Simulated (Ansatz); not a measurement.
I:

```xyz
4
Lattice="3.6350 -2.3950 0.0000 3.6350 2.3950 0.0000 0.0000 0.0000 9.7934" Properties=species:S:1:pos:R:3 pbc="T T T"
I     3.6350   -0.7152    3.7646
I     3.6350    1.6799    1.1321
I     3.6350    0.7152    6.0288
I     3.6350   -1.6799    8.6613
```

Program: Ansatz 0.2.0. Alike in all runs: potentials or basis Ansatz PAW; no spin polarisation; cell as given; smearing fermi-dirac 0.05 eV. Hardware: 2 threads of Arm Neoverse V1, with other jobs on the host.

Order these runs on this cell by their wall time, lowest first.
A. task band structure; level r2SCAN-EpsX; k mesh 4 × 4 × 2; cutoff (eV) 500; points for each segment of the path 4; mesh quality not flagged
B. task single point; level PBE; k mesh 2 × 2 × 1; cutoff (eV) 420; mesh quality coarse
C. task single point; level PBE; k mesh 4 × 4 × 2; cutoff (eV) 420; mesh quality not flagged

B (0.94 s), C (4.2 s), A (980 s).

Caveats: some runs use coarse meshes.

Not every run made on this cell is shown here.
